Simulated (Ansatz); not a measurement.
# NbP: the cost of one run

Computed with Ansatz 0.2.0 (DFT PBE, scalar-relativistic, plane waves, PAW, unless a step's input says otherwise).

1 further run of the same task is left out (set aside as unsound or not needed). Runs told in other sessions of the task aren't counted.

### Step 1. The starting structure

Symmetry: I4_1md, No. 109, tetragonal system. Conventional cell: a = 3.347 Å, b = 3.347 Å, c = 11.428 Å, α = 90.00°, β = 90.00°, γ = 90.00°. Around Nb (site symmetry 2mm) lie 6 P at 2.54 to 2.55 Å. P (site symmetry 2mm) has 6 Nb at 2.54 to 2.55 Å in its first shell of neighbours.

Structure file:

```
CELL_PARAMETERS angstrom
-1.67352 1.67352 5.71398
1.67352 -1.67352 5.71398
1.67352 1.67352 -5.71398
ATOMIC_POSITIONS crystal
Nb 0.75003 0.75003 0.00000
Nb 0.50003 0.00003 0.50000
P 0.33259 0.33259 0.00000
P 0.08259 0.58259 0.50000
```

It goes back to an entry of the Materials Project.

This cell was relaxed beforehand with the same method: volume 16.00 Å³/atom, gap on the mesh none (metal).

### Step 2. Zero of energy

Reference values: F = -10620.0740 eV; pressure -0.01 GPa; largest force 0.001 eV/Å; gap on the mesh none (metal). It was computed beforehand with the settings of the runs below.

### Step 3. Setting up one atom moved over a plane

Atom 3 (P) is moved by p along (0.000, 1.000, 0.000) and q along (0.000, 0.000, 1.000) (Å), all else fixed; its images in the other cells move with it. Points alike by symmetry are run once.

### Step 4. p = -0.300, q = -0.300

input.yaml

```yaml
crystal:
  lattice:
    - [-1.6735234228, 1.6735234228, 5.7139822308]
    - [1.6735234228, -1.6735234228, 5.7139822308]
    - [1.6735234228, 1.6735234228, -5.7139822308]
  atoms:
    - { symbol: Nb, position: [0.7500346828, 0.7500346828, 0.0] }
    - { symbol: Nb, position: [0.5000346828, 3.46828e-05, 0.5] }
    - { symbol: P, position: [0.2167112458, 0.306342498, -0.0896312522] }
    - { symbol: P, position: [0.0825938922, 0.5825938922, 0.5] }
basis:
  ecutwfc: 420
kpoints:
  mp_grid: { grid: [20, 20, 20] }
hamiltonian:
  xc: pbe
scf:
  occupations: { method: gaussian, width: 0.15 }
output:
  forces: true
  stress: true
  eigenvalues: true
```

Launch:

```sh
$ ansatz run input.yaml --threads 2 --pin off --max-ram 5120MiB --backend cpu --events-out ev --progress --plain --runs-dir out
```

**Question.** How long does this run take on 2 threads of AMD EPYC 9R45 (Zen 5), shared host, and how much memory does it need?

About 33 s, with a peak of 2.7 GiB.
